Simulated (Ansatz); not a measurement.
Write a Python script for the Python package of Ansatz (0.2.0) that makes a short molecular-dynamics run of HgTe, space group Cmcm. Use: PBEsol, PAW, cutoff 381 eV, 1×2×1 k-points, Fermi-Dirac smearing of 0.05 eV.

```
CELL_PARAMETERS angstrom
2.99252 -3.46693 0.00000
2.99252 3.46693 0.00000
0.00000 0.00000 5.79816
ATOMIC_POSITIONS crystal
Hg 0.34305 0.65695 0.75000
Hg 0.65695 0.34305 0.25000
Te 0.78481 0.21519 0.75000
Te 0.21519 0.78481 0.25000
```

`hgte.py`
```python
'''A few tens of MD steps for HgTe.'''

import argparse
import warnings

import ansatz as az
from ase import Atoms
from ase.neighborlist import neighbor_list
import numpy as np

parser = argparse.ArgumentParser(description='A few tens of MD steps for HgTe.')
parser.add_argument('--functional', default='pbesol', help='exchange-correlation functional')
parser.add_argument('--filling', required=True, help='how the bands are filled')
parser.add_argument('--smearing-width', type=float, default=0.05, help='smearing width (eV)')
parser.add_argument('--k-spacing', type=float, default=1.3, help='k-point sampling')
parser.add_argument('--max-iterations', type=int, default=60, help='most SCF iterations')
parser.add_argument('--n-steps', type=int, required=True, help='steps of dynamics')
parser.add_argument('--temperature-k', type=int, required=True, help='temperature (K)')
args = parser.parse_args()

warnings.simplefilter('ignore', az.DeckWarning)

atoms = Atoms(
    ['Hg', 'Hg', 'Te', 'Te'],
    scaled_positions=[
        (0.34305, 0.65695, 0.75),
        (0.65695, 0.34305, 0.25),
        (0.78481, 0.21519, 0.75),
        (0.21519, 0.78481, 0.25),
    ],
    cell=[
        (2.99252, -3.46693, 0.0),
        (2.99252, 3.46693, 0.0),
        (0.0, 0.0, 5.79816),
    ],
    pbc=True,
)
cell = az.Crystal.from_ase(atoms)

# a small cell and a short run: a test of the set-up, no statistics
setup = cell.supercell(2, 1, 1).calculation()
setup = setup.functional(args.functional).occupations(args.filling, width=args.smearing_width)
setup = setup.initial_density(normalization='atom')
setup = setup.basis(28 * az.Ry)
setup = setup.kpoints(spacing=args.k_spacing).accuracy('low')
setup = setup.scf(max_iterations=args.max_iterations).md('nvt_nose_hoover', timestep=2.0 * az.fs, steps=args.n_steps, temperature=args.temperature_k, thermostat_time=50, initial_velocities='maxwell_boltzmann', seed=753)
steps = []


def collect(event):
    if event['event'] == 'md_step':
        steps.append(event['data'])


outcome = setup.session().plan().execute(on_event=collect)
report = outcome.report

print(' step   t (fs)     E_pot (eV)   E_kin (eV)    T (K)')
for s in steps[::1]:
    print(f'{s["step"]:5d} {s["time_fs"]:8.1f} {s["lagrangian_ev"]:14.4f} {s["e_kin_ev"]:12.4f} {s["temperature_k"]:8.1f}')

temperature = np.array([s['temperature_k'] for s in steps])
print(f'mean temperature of the second half {temperature[len(steps) // 2 :].mean():.1f} K')

symbols = [site.symbol for site in outcome.lattice.sites]
pairs = np.concatenate([neighbor_list('d', Atoms(symbols, positions=s['positions_ang'], cell=outcome.lattice.cell_ang, pbc=True), 4.5) for s in steps[len(steps) // 2 :]])
counts, edges = np.histogram(pairs, bins=np.arange(0.5, 4.51, 0.25))
for low, count in zip(edges, counts / (len(symbols) * len(steps[len(steps) // 2 :]))):
    print(f'{low:4.2f}-{low + 0.25:4.2f} A  {count:6.2f} neighbours an atom')

kept = np.array([s['conserved_ev'] for s in steps], float)
print(f'conserved quantity (thermostat and barostat terms included) drifts by {1000 * (kept[-1] - kept[0]) / len(outcome.lattice.sites):+.3f} meV/atom')
```

Running `python hgte.py --filling fermi_dirac --n-steps 15 --temperature-k 500` prints:
```text
 step   t (fs)     E_pot (eV)   E_kin (eV)    T (K)
    0      0.0    -82277.5883       0.4524    500.0
    1      2.0    -82277.5973       0.4614    509.9
    2      4.0    -82277.6066       0.4706    520.1
    3      6.0    -82277.6160       0.4799    530.4
    4      8.0    -82277.6257       0.4894    540.9
    5     10.0    -82277.6356       0.4990    551.5
    6     12.0    -82277.6458       0.5087    562.2
    7     14.0    -82277.6563       0.5185    573.1
    8     16.0    -82277.6672       0.5285    584.0
    9     18.0    -82277.6786       0.5385    595.1
   10     20.0    -82277.6904       0.5486    606.3
   11     22.0    -82277.7027       0.5588    617.5
   12     24.0    -82277.7156       0.5690    628.9
   13     26.0    -82277.7292       0.5794    640.4
   14     28.0    -82277.7435       0.5898    651.9
   15     30.0    -82277.7586       0.6003    663.5
mean temperature of the second half 623.4 K
0.50-0.75 A    0.00 neighbours an atom
0.75-1.00 A    0.00 neighbours an atom
1.00-1.25 A    0.00 neighbours an atom
1.25-1.50 A    0.00 neighbours an atom
1.50-1.75 A    0.00 neighbours an atom
1.75-2.00 A    0.00 neighbours an atom
2.00-2.25 A    0.00 neighbours an atom
2.25-2.50 A    0.00 neighbours an atom
2.50-2.75 A    0.00 neighbours an atom
2.75-3.00 A    1.38 neighbours an atom
3.00-3.25 A    3.62 neighbours an atom
3.25-3.50 A    0.00 neighbours an atom
3.50-3.75 A    1.00 neighbours an atom
3.75-4.00 A    1.00 neighbours an atom
4.00-4.25 A    2.75 neighbours an atom
4.25-4.50 A    2.59 neighbours an atom
conserved quantity (thermostat and barostat terms included) drifts by +0.005 meV/atom
```

Notes:
- These settings explore the input space; cutoff and mesh may be short of convergence.
- The cutoff lies under the one recommended for these potentials.
- For a metal this mesh is far too coarse, so the numbers only illustrate the procedure.
- Spin-orbit coupling, which matters for elements this heavy, is left out.
- The structure comes from a database of computed cells and needn't be a stable or known phase.
- A small cell, a coarse mesh and a very short run: it shows the set-up and gives no equilibrium averages.
- The script silences the warnings on its input, which a real study should read.
- Timing: 38 s on 1 thread of Intel(R) Xeon(R) Platinum 8259CL CPU @ 2.50GHz (Skylake/Cascade Lake), with other jobs on the host, peak memory 0.58 GiB.

(Lines on the test bed's own set-up are left out of the output.)
